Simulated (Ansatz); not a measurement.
input.yaml (Ansatz)

```yaml
crystal:
  lattice:
    - [0.0, 2.2991919643, 2.2991919643]
    - [2.2991919643, 0.0, 2.2991919643]
    - [2.2991919643, 2.2991919643, 0.0]
  atoms:
    - { symbol: Hg, position: [0.0, 0.0, 0.0] }
hamiltonian:
  xc: pbesol
  pseudopotentials:
    kind: paw
    azcp:
      Hg: "pseudopotentials/Hg.paw.azcp"
basis:
  ecutwfc: 420
  fft_grid_basis: typed
kpoints:
  mp_grid: { grid: [13, 13, 13], shift: [0, 0, 0] }
magnetization:
  spin_polarized: false
scf:
  occupations: { method: fermi_dirac, width: 0.1 }
  lower_state_search: "off"
output:
  stress: true
```

and its output:

```
Warning: the record states the generating functional pbe (its physics header spells it `PBE`), which answers neither for hamiltonian.xc's functional nor for the pbesol family's — results may be inconsistent (PPs are generated against a specific XC)
Engine: ansatz 0.2.0, x86_64-unknown-linux-gnu
Pseudopotentials: kind: paw
Pseudopotential: Hg, paw, valence charge 20, recommended cutoff 420 eV (normal) 
Functional definition: PBEsol
  exchange = pbesol_x
  correlation = pbesol_c
Crystal: 1 atoms, lattice volume = 24.308 Å³
Basis set: ecut = 420 eV, 531 PW (Γ)
Bands: 14, of which v1, the nominal top of the filled ones, is band 10 counted from 1 (9 counted from 0)
Symmetry: 48 space group operations
Space group: Fm-3m (ITA 225), of the structure as read, at distance tolerance 2.9e-5 Å
k-points: 84 of 2197
Non-local potential: Hg, projectors of the file, l = 0: 3, l = 1: 2, l = 2: 2, l = 3: 1
PAW form: soft (Blöchl's): semilocal exchange-correlation on the pseudo side does not see the compensation charge
PAW frozen core: Hg, regenerated for the run's functional, and the local potential with it (the file was generated under x = pbe(κ = 0.804, μ = 0.2195149727645171), c = pbe(β = 0.06672455060314922))
PAW one-centre angular grid: Hg, 590 points (default); XC on 64 Gauss nodes
Initial density: superposition of atomic densities (neutral atoms: chi_scale 0, normalization atom), corrected by the library's trained network
Initial wavefunctions: pseudopotential atomic-orbital guess
Functional: x = pbesol(κ = 0.804, μ = 0.12345679012345678), c = pbesol(β = 0.046)
SCF iter   1: F=—  HF=-13667.995018 eV  |F-HF|=—  |Δ(HF+E_count)|=         —  Δρ=3.59e-3  dr2=3.09e-3  ethr=1.77e-3  ⟨swp⟩=4.9  Hψ=6002  notcnv=0
SCF iter   2: F=—  HF=-13667.994342 eV  |F-HF|=—  |Δ(HF+E_count)|=   6.76e-4  Δρ=1.40e-3  dr2=2.31e-4  ethr=1.55e-5  ⟨swp⟩=2.2  Hψ=2336  notcnv=0
SCF iter   3: F=—  HF=-13667.994286 eV  |F-HF|=—  |Δ(HF+E_count)|=   5.54e-5  Δρ=5.79e-4  dr2=2.28e-5  ethr=1.16e-6  ⟨swp⟩=2.4  Hψ=1933  notcnv=0
SCF iter   4: F=—  HF=-13667.994282 eV  |F-HF|=—  |Δ(HF+E_count)|=   4.57e-6  Δρ=2.23e-5  dr2=6.55e-8  ethr=1.14e-7  ⟨swp⟩=1.0  Hψ=1214  notcnv=0
iter 5 did not close the SCF: its close was put off for the readings that it lacked (scf_convergence_deferred on its scf_iter line)
SCF iter   5: F=-13667.994282 eV  HF=-13667.994282 eV  |F-HF|=2.00e-10  |Δ(HF+E_count)|=   2.29e-9  Δρ=1.76e-6  dr2=5.85e-10  ethr=3.28e-10  ⟨swp⟩=2.7  Hψ=1964  notcnv=0
SCF iter   6: F=-13667.994282 eV  HF=-13667.994282 eV  |F-HF|=3.64e-12  |Δ(HF+E_count)|=  5.07e-10  Δρ=1.61e-7  dr2=2.87e-12  ethr=2.92e-12  ⟨swp⟩=1.3  Hψ=3177  notcnv=0
SCF 1 converged in 6 iterations: F = -13667.994282 eV  dr2 = 2.87e-12
SCF converged after 6 iterations
Free energy (F): -13667.994282 eV
Harris-Foulkes:  -13667.994282 eV  (|F-HF|=3.64e-12)
Internal energy: -13667.983695 eV  (E = F + TS)
E sigma→0 (E₀):  -13667.988988 eV
Entropy (-TS):   -0.010587 eV (-10.587 meV/atom)
Fermi energy:    13.953288 eV
--- Per-component energies (eV) ---
  E_band       = -399.489613
  E_kinetic    = 604.313339
  E_local      = -2541.393823  (includes V_loc(G=0)·N_el)
  E_nonlocal   = 76.298776
  E_hartree    = 1084.050562
  E_xc         = -218.935336
  E_vxc        = -261.648161  (∫ρ·V_xc dr)
  E_paw        = -9801.186294  (= ΣΔE_a)
  E_vpaw       = -445.161848  (= ΣTr[D̂ρ^β])
  E_aug_tail   = 0.000902  (compensation charges beyond the density's cutoff)
  E_ewald      = -2871.460472
  E_core_change = 0.328651  (= ΣΔE_core)
  E_smearing   = -0.010587  (= −TS)
  E_closure    = 0.000000  (closes the sum)
  Σ components = -13667.994282   (vs F -13667.994282, Δ=0.00e0)
--- Stress (GPa, compression-positive) ---
       -1.251956      -0.000000      -0.000000
        0.000000      -1.251956      -0.000000
        0.000000      -0.000000      -1.251956
  P = ⅓ Tr σ = -1.2520 GPa (-12.520 kbar)
```

Command:

```sh
ansatz run input.yaml --threads 2 --pin off --max-ram 5120MiB --backend cpu --events-out ev --progress --plain --runs-dir out
```

On 2 threads of Intel(R) Xeon(R) Platinum 8488C (Sapphire Rapids) (shared host) this took about 1.1 s of wall time and 1.8 s of CPU time.
